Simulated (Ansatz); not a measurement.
# Sb (Pm-3m) in Ansatz: a series of runs, part 2 of 2

Ansatz 0.2.0. Earlier steps stand in the parts before.

### Step 3. Relaxation of cell and atoms, PBEsol

The input, input.yaml:

```yaml
crystal:
  lattice:
    - [3.16, 0.0, 0.0]
    - [0.0, 3.16, 0.0]
    - [0.0, 0.0, 3.16]
  atoms:
    - { symbol: Sb, position: [0.0, 0.0, 0.0] }
hamiltonian:
  xc: pbesol
  pseudopotentials: { kind: paw }
kpoints:
  mp_grid: { grid: [8, 8, 8] }
scf:
  occupations: { method: fermi_dirac, width: 0.05 }
output:
  forces: true
  stress: true
  eigenvalues: true
relax:
  f_tol: 0.01
  max_steps: 40
  cell: { stress_tol: 0.05 }
```

Potentials or basis: Ansatz PAW.

The run is started by

```sh
> ansatz run input.yaml --threads 2 --pin off --max-ram 5632MiB --backend cpu --events-out ev --progress --plain --runs-dir out
```

Wall time 2.2 s (2 threads of Arm Neoverse V2, shared host); peak memory 0.28 GiB.

It converged, with:

```
Free energy                            : -6408.0428 eV
Relaxed volume                         : 28.89 Å³/atom
Relaxed cell                           : a = 3.068 Å, b = 3.068 Å, c = 3.068 Å, α = 90.00°, β = 90.00°, γ = 90.00°
Space group after relaxing (to 0.05 Å) : Pm-3m (No. 221)
Energy gained by relaxing              : 42.4 meV/atom
Ionic steps                            : 5
Pressure after relaxing                : 0.0 GPa
Band gap on the k mesh                 : none (metal or under the smearing width)
```

Step by step:
| step | energy change (eV) | largest force (eV/Å) | volume (Å³) |
| --- | --- | --- | --- |
| 1 | 0.0000 | 0.0000 | 31.55 |
| 2 | -0.0345 | 0.0000 | 27.80 |
| 3 | -0.0427 | 0.0000 | 29.06 |
| 4 | -0.0430 | 0.0000 | 28.89 |
| 5 | -0.0424 | 0.0000 | 28.89 |

Final structure:
```xyz
1
Lattice="3.0685 0.0000 0.0000 0.0000 3.0685 0.0000 0.0000 0.0000 3.0685" Properties=species:S:1:pos:R:3 pbc="T T T"
Sb    0.0000    0.0000    0.0000
```

Levels at points of the mesh, in eV from the Fermi level:
| k point | band 5 | band 6 | band 7 | band 8 | band 9 | band 10 | band 11 | band 12 |
| --- | --- | --- | --- | --- | --- | --- | --- | --- |
| (0.00, 0.00, 0.00) | -28.89 | -12.59 | 3.40 | 3.40 | 3.40 | 7.24 | 7.24 | 8.39 |
| (0.00, 0.00, -0.50) | -28.89 | -10.04 | -5.75 | 5.51 | 5.51 | 9.70 | 10.62 | 11.47 |
| (0.00, -0.50, -0.50) | -28.82 | -7.34 | -3.61 | -3.61 | 2.08 | 7.68 | 13.27 | 13.27 |
| (-0.50, -0.50, -0.50) | -28.81 | -4.32 | -1.61 | -1.61 | -1.61 | 4.89 | 4.89 | 4.89 |

Caveat: the plane-wave basis is chosen anew once the cell has moved, so the energies of steps on either side of that aren't comparable; the PAW data sets come from PBE, with cores solved anew for the run's functional, which leaves a small shift of forces and pressure. The run has no spin-orbit coupling, so splittings on Sb are missing.

### Step 4. Relaxation of cell and atoms, RPBE

input.yaml, as its differences from that of step 3:

```diff
@@ -8,3 +8,3 @@
 hamiltonian:
-  xc: pbesol
+  xc: rpbe
   pseudopotentials: { kind: paw }
```

Potentials or basis: Ansatz PAW.

The run is started by

```sh
> ansatz run input.yaml --threads 2 --pin off --max-ram 5632MiB --backend cpu --events-out ev --progress --plain --runs-dir out
```

What it wrote:

```text
Warning: RAYON_NUM_THREADS=2 ignored (pool sized by the plan → 2); use --threads N
Engine: ansatz 0.2.0, aarch64-unknown-linux-gnu
Pseudopotentials: kind: paw
Pseudopotential: Sb, paw, valence charge 15, recommended cutoff 420 eV (normal), Sb.paw.azcp
Functional definition: RPBE
  parameter kappa = 0.804
  parameter beta = 0.06672455060314922
  exchange = rpbe_x(kappa = kappa, mu = beta*pi^2/3)
  correlation = pbe_c(beta = beta)
Crystal: 1 atoms, lattice volume = 31.554 Å³
Basis set: ecut = 420 eV, 619 PW (Γ), exchange–correlation on 48×48×48 points (8 copies of the dense FFT grid, shifted against one another)
Bands: 12, of which v1, the nominal top of the filled ones, is band 8 counted from 1 (7 counted from 0)
Symmetry: 48 space group operations
Space group: Pm-3m (ITA 221), of the structure as read, at distance tolerance 3.2e-5 Å
k-points: 35 of 512
Non-local potential: Sb, projectors of the file, l = 0: 2, l = 1: 2, l = 2: 2, l = 3: 2
PAW form: soft (Blöchl's): semilocal exchange-correlation on the pseudo side does not see the compensation charge
PAW frozen core: Sb, regenerated for the run's functional, and the local potential with it (the file was generated under x = pbe(κ = 0.804, μ = 0.2195149727645171), c = pbe(β = 0.06672455060314922))
PAW one-centre angular grid: Sb, 590 points (default); XC on 64 Gauss nodes
Initial density: superposition of atomic densities (neutral atoms: chi_scale 0, normalization atom), corrected by the library's trained network
Initial wavefunctions: pseudopotential atomic-orbital guess
Functional: x = rpbe, c = pbe(β = 0.06672455060314922)
SCF iter   1: F=—  HF=-6493.110885 eV  |F-HF|=—  |Δ(HF+E_count)|=         —  Δρ=2.38e-3  dr2=6.98e-4  ethr=1.77e-3  ⟨swp⟩=5.7  Hψ=2495  notcnv=0
preconditioner: auto → none  [insulator: Δε(μ)=0.240 eV  Ē_g=11.852 eV  σ=0.050 eV  W_gap=0.54  n_scr=6 (ndim 8)  ℏωp=14.8 eV  f_vac=0.004  D(μ)=0.98/eV (n_scr^D=6)  ε∞_Penn≈2.6]
[... 45 lines left out ...]
--- Per-component energies (eV) ---
  E_band       = -173.125987
  E_kinetic    = 205.645908
  E_local      = -1596.424477  (includes V_loc(G=0)·N_el)
  E_nonlocal   = 361.426948
  E_hartree    = 722.701312
  E_xc         = -138.138607
  E_vxc        = -95.415749  (∫ρ·V_xc dr)
  E_paw        = -4583.934792  (= ΣΔE_a)
  E_vpaw       = -493.761275  (= ΣTr[D̂ρ^β])
  E_aug_tail   = -0.000001  (compensation charges beyond the density's cutoff)
  E_ewald      = -1464.371260
  E_core_change = -0.009821  (= ΣΔE_core)
  E_smearing   = -0.007201  (= −TS)
  E_closure    = 0.000000  (closes the sum)
  Σ components = -6493.111992   (vs F -6493.111992, Δ=0.00e0)
--- Forces (eV/Å), atoms counted from 1 ---
  atom   1  Sb    -0.00000000     0.00000000    -0.00000000
  max |Σ_I F_I| component: 4.11e-32 eV/Å
--- Stress (GPa, compression-positive) ---
       -0.011830      -0.000000      -0.000000
       -0.000000      -0.011830       0.000000
       -0.000000       0.000000      -0.011830
  P = ⅓ Tr σ = -0.0118 GPa (-0.118 kbar)
--- Band table (eV; the first three rows and the last of 35) ---
  k-point 0: bands = ["-19.6644", "-19.6644", "-19.5120", "-19.5120", "-19.5120", "-2.5667", "12.7274", "12.7274", "12.7274", "16.5634", "16.5634", "17.6542"]
  k-point 1: bands = ["-19.6636", "-19.6441", "-19.5177", "-19.5177", "-19.5115", "-2.3493", "10.5925", "12.9380", "12.9380", "16.7500", "17.3981", "19.5383"]
  k-point 2: bands = ["-19.6615", "-19.5951", "-19.5315", "-19.5315", "-19.5104", "-1.7213", "7.6577", "13.5155", "13.5155", "17.3013", "18.0426", "23.3260"]
  k-point 34: bands = ["-19.5937", "-19.5937", "-19.5937", "-19.4438", "-19.4438", "4.8488", "7.9837", "7.9837", "7.9837", "14.4611", "14.4611", "14.4611"]
--- Relaxed structure (3 steps of the walk, 3 accepted, 1 SCFs on fresh bases) ---
  F+E_penalty+E_count = -6493.11199223 eV   max|allowed force component| = 0.000e0 eV/Å   (the final SCF, on the basis selected at the relaxed cell)
  cell:  # Å, volume = 30.9225 Å³
    - [3.1387591928542125, 2.5679065925163143e-34, -1.2839532962581572e-34]
    - [2.5679065925163143e-34, 3.1387591928542125, 0.0]
    - [-1.2839532962581572e-34, 0.0, 3.1387591928542125]
  atoms:
    - { symbol: Sb, position: [0.0, 0.0, 0.0] }
```

Wall time 1.8 s (2 threads of Arm Neoverse V2, shared host); peak memory 0.28 GiB.

Results:

| Property | Result |
| --- | --- |
| Free energy | -6493.1120 eV |
| Relaxed volume | 30.92 Å³/atom |
| Relaxed cell | a = 3.139 Å, b = 3.139 Å, c = 3.139 Å, α = 90.00°, β = 90.00°, γ = 90.00° |
| Space group after relaxing (to 0.05 Å) | Pm-3m (No. 221) |
| Energy gained by relaxing | 2.1 meV/atom |
| Ionic steps | 4 |
| Pressure after relaxing | 0.0 GPa |
| Band gap on the k mesh | none (metal or under the smearing width) |

Step by step:
```
step  energy change (eV)  largest force (eV/Å)  volume (Å³)
   1              0.0000                0.0000        31.55
   2             -0.0020                0.0000        30.70
   3             -0.0022                0.0000        30.92
   4             -0.0021                0.0000        30.92
```

Final structure:
```cif
data_structure
_symmetry_space_group_name_H-M 'P 1'
_symmetry_Int_Tables_number 1
_cell_length_a 3.1388
_cell_length_b 3.1388
_cell_length_c 3.1388
_cell_angle_alpha 90.000
_cell_angle_beta 90.000
_cell_angle_gamma 90.000
_cell_volume 30.92
loop_
_atom_site_label
_atom_site_type_symbol
_atom_site_fract_x
_atom_site_fract_y
_atom_site_fract_z
_atom_site_occupancy
Sb1 Sb 0.00000 0.00000 0.00000 1
```

Caveat: the plane-wave basis is chosen anew once the cell has moved, so the energies of steps on either side of that aren't comparable; the PAW data sets come from PBE, with cores solved anew for the run's functional, which leaves a small shift of forces and pressure.

### Step 5. The runs side by side

```csv
level,gap on the mesh (eV),pressure (GPa),relaxed volume (Å³/atom)
LDA,none,0.0,28.34
PBEsol,none,0.0,28.89
RPBE,none,0.0,30.92
```

Alike in all rows: task relaxation of cell and atoms; potentials or basis Ansatz PAW; no spin polarisation; cell relaxed; k mesh 8 × 8 × 8; cutoff (eV) 420; smearing fermi-dirac 0.05 eV.

Caveats: the plane-wave basis is chosen anew once the cell has moved, so the energies of steps on either side of that aren't comparable; the PAW data sets come from PBE, with cores solved anew for the run's functional, which leaves a small shift of forces and pressure; the volume moved by -10 % from the deposited cell, more than functionals usually miss (some runs).

Absolute energies hang on the potentials; compare differences alone.
